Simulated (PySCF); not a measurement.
C5H6.
Numbering: `[CH:1]1=[CH:2][CH2:3][CH:4]=[CH:5]1` (hydrogens: H6 on C1; H7 on C2; H8, H9 on C3; H10 on C4; H11 on C5)

Method: PySCF, PBE0-D3(BJ)/def2-SVP geometry optimisation, gas phase; density fitting, grid level 1; the optimiser is geomeTRIC in internal coordinates, started from a GFN2-xTB structure.

Step 0: E = -5271.7546 eV
```
atom  x, y, z in Å  |  force x, y, z in eV/Å
C1     -1.0458    0.7402   -0.2029   -0.132  -0.005  -0.010
C2      0.2287    1.1480   -0.1548    0.516  -0.065   0.057
C3      1.1171   -0.0249    0.0976   -0.732   0.015  -0.069
C4      0.1465   -1.1561    0.1826    0.526   0.041   0.041
C5     -1.0969   -0.6915    0.0065   -0.135   0.009  -0.014
H6     -1.9138    1.3531   -0.3685   -0.445   0.412  -0.100
H7      0.6009    2.1490   -0.2723    0.133   0.620  -0.081
H8      1.6893    0.0903    1.0208    0.296   0.041   0.360
H9      1.8397   -0.1690   -0.7086    0.355  -0.056  -0.303
H10     0.4469   -2.1722    0.3602    0.088  -0.624   0.101
H11    -2.0072   -1.2643    0.0134   -0.470  -0.388   0.019
```

Task: Estimate the geometry and energy of step 1. (The exact step hangs on the optimiser's Hessian estimate; all steps are aligned on step 0, rigid shifts and turns removed.)

Result: E = -5271.7999 eV, largest force 0.149 eV/Å
```
atom  x, y, z in Å  |  force x, y, z in eV/Å
C1     -1.0503    0.7472   -0.2044   -0.065   0.070  -0.015
C2      0.2350    1.1579   -0.1553   -0.005   0.077  -0.012
C3      1.1118   -0.0248    0.0969    0.148  -0.003   0.015
C4      0.1522   -1.1662    0.1847   -0.011  -0.077   0.009
C5     -1.1018   -0.6983    0.0070   -0.069  -0.066   0.004
H6     -1.9236    1.3818   -0.3743    0.035  -0.023   0.007
H7      0.5984    2.1804   -0.2767   -0.007  -0.044   0.006
H8      1.7047    0.0902    1.0263   -0.026  -0.007  -0.050
H9      1.8557   -0.1697   -0.7117   -0.034   0.008   0.043
H10     0.4422   -2.2034    0.3648   -0.003   0.044  -0.007
H11    -2.0189   -1.2925    0.0168    0.037   0.021   0.000
```

The energy changes by -0.0453 eV. The first-order estimate −F·Δx gives -0.0957 eV and the mean of the old and new forces, exact on a quadratic surface, -0.0459 eV. The step makes an angle of 39° with the force vector and moves no atom by more than 0.032 Å.

What follows is the cost of the whole optimisation. Hardware: one thread of an Arm Neoverse V1, shared host with 64 logical CPUs at a one-minute load of 26. Cost: 6.6 s, 0.47 GiB resident at most.
